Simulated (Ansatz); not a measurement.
Au under changes of volume

One of the cells (17.651 Å³/atom); the others are scaled copies at fixed shape and fractional positions:

```
CELL_PARAMETERS angstrom
1.41131 -2.55593 0.00000
1.41131 2.55593 0.00000
0.00000 0.00000 4.89317
ATOMIC_POSITIONS crystal
Au 0.33467 0.66533 0.25000
Au 0.66533 0.33467 0.75000
```

This isn't the form of Au at room conditions, which is fcc.

- Program: Ansatz 0.2.0
- Functional: PBEsol
- Potentials or basis: Ansatz PAW
- Cutoff: 420 eV (not typed: the program's choice for these potentials)
- k mesh: 11 × 11 × 6
- Occupations: fermi-dirac, width 0.05 eV
- Spin: no spin polarisation

```tsv
volume (Å³/atom)	energy over the lowest point (meV/atom)	pressure (GPa)	largest force (eV/Å)
16.592	7.10	5.3	0.043
16.945	0.00	1.3	0.035
17.298	1.15	-2.2	0.028
17.651	?	?	?
18.004	23.97	-7.9	0.014
18.357	43.87	-10.1	0.006
18.710	68.41	-12.1	0.000
```

What does the run at 17.651 Å³/atom give?

Energy over the lowest point 9.46 meV/atom; pressure -5.2 GPa; largest force 0.021 eV/Å.

Worked out: A Birch-Murnaghan fit of order 3 (a polynomial in V^(-2/3)) to the other rows has its minimum at 17.07 Å³/atom with B0 = V·E''(V) = 172 GPa and B' = 5.8 at fixed shape and positions, which overstates the stiffness. It gives 9.46 meV/atom at 17.651 Å³/atom, against the run's 9.46, and -dE/dV = -5.2 GPa, against -5.2.

Energies are extrapolated to zero smearing.

Caveats: the PAW data sets come from PBE, with cores solved anew for the run's functional, which leaves a small shift of forces and pressure.
